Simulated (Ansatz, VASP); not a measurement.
# Two plane-wave programs on BaTiO3

```xyz
5
Lattice="3.9998 0.0000 0.0000 0.0000 3.9998 0.0000 0.0000 0.0000 4.0180" Properties=species:S:1:pos:R:3 pbc="T T T"
Ba   -0.0396    0.0615   -0.0156
Ti    1.9874    2.0013    1.9824
O    -0.0148    2.0017    2.0594
O     2.0536    0.0018    2.0959
O     2.0258    1.9721    0.0990
```

Change from the starting cell: atoms moved at random, drawn with an rms of 0.05 Å.

Alike in both runs: task single point; functional PBE; k mesh 7 × 7 × 7; occupations fermi-dirac, width 0.05 eV; no spin polarisation.

|  | VASP | Ansatz |
| --- | --- | --- |
| version | VASP 6.6.1 | Ansatz 0.2.0 |
| potentials or method | VASP PAW PBE potentials, release 64 (Ba_sv, Ti_sv, O) | Ansatz PAW |
| plane-wave cutoff (eV) | 520 | 420 |
| valence electrons in the cell | 40 | 40 |

Ansatz gave:

```
gap on the k mesh at the Fermi level (eV)       : 1.95
least direct gap on the mesh (eV)               : 2.09
pressure (GPa)                                  : 2.9
largest component of the traceless stress (GPa) : 0.80
rms of the force components (eV/Å)              : 0.245
```

Which values does VASP return?

gap on the k mesh at the Fermi level (eV): 1.88; least direct gap on the mesh (eV): 2.07; pressure (GPa): 4.7; largest component of the traceless stress (GPa): 0.84; rms of the force components (eV/Å): 0.262.

Atom by atom the forces differ by 0.031 eV/Å (rms over components).

Caveats: spin-orbit coupling is left out, which moves the levels of the heavy elements; an odd mesh through Γ misses points on the zone boundary, where band edges often lie (VASP); odd divisions of the mesh miss points on the zone boundary, where band edges often lie, so the gap on the mesh can be too wide (Ansatz); the pressure holds a Pulay correction of +0.5 GPa for the finite cutoff (Ansatz).
